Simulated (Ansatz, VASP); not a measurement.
Mo: VASP beside Ansatz

```
Mo
1.0
     2.64272    0.00000    0.00000
     0.00000    2.64272    0.00000
     0.00000    0.00000    2.64272
Mo
1
Direct
  0.00000 0.00000 0.00000
```

Alike in both runs: task single point; functional BLYP; k mesh 13 × 13 × 13; occupations fermi-dirac, width 0.1 eV; no spin polarisation.

|  | VASP | Ansatz |
| --- | --- | --- |
| version | VASP 6.6.1 | Ansatz 0.2.0 |
| potentials or method | VASP PAW PBE potentials, release 64 (Mo_sv) | plane waves (420 eV) with PAW, scalar-relativistic |
| plane-wave cutoff (eV) | 520 | 420 |
| valence electrons in the cell | 14 | 14 |

|  | VASP | Ansatz | Ansatz less VASP |
| --- | --- | --- | --- |
| pressure (GPa) | -0.1 | -0.8 | -0.66 |

Caveats: the PAW data sets were made with another functional, which shifts forces and pressure a little (VASP).
